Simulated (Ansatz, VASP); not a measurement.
# Os: VASP beside Ansatz

```
Os
1.0
     2.73410    0.00000    0.00000
    -1.36705    2.36780    0.00000
     0.00000    0.00000    4.31970
Os
2
Direct
  0.66667 0.33333 0.75000
  0.33333 0.66667 0.25000
```

Alike in both runs: task relaxation of cell and atoms; functional revPBE; dispersion D3(BJ); k mesh 11 × 11 × 6; occupations fermi-dirac, width 0.05 eV; no spin polarisation.

```csv
,VASP,Ansatz
version,VASP 6.6.1,Ansatz 0.2.0
potentials or method,"VASP PAW PBE potentials, release 64 (Os)",Ansatz PAW
plane-wave cutoff (eV),600,420
valence electrons in the cell,16,32
```

```csv
,VASP,Ansatz,Ansatz less VASP
relaxed volume (Å³/atom),13.90,13.90,-0.003
relaxed cell length with the largest relative difference (Å),2.728,2.728,-0.0004
```

The two sets of potentials don't hold the same shells in valence.

Caveats: the PAW data sets were made with another functional, which shifts forces and pressure a little (VASP); pairwise dispersion overbinds metals, which lowers pressure and volume (VASP); the plane-wave basis is chosen anew once the cell has moved, so the energies of steps on either side of that aren't comparable (Ansatz); the PAW data sets come from PBE, with cores solved anew for the run's functional, which leaves a small shift of forces and pressure (Ansatz). The runs have no spin-orbit coupling, so splittings on Os are missing.
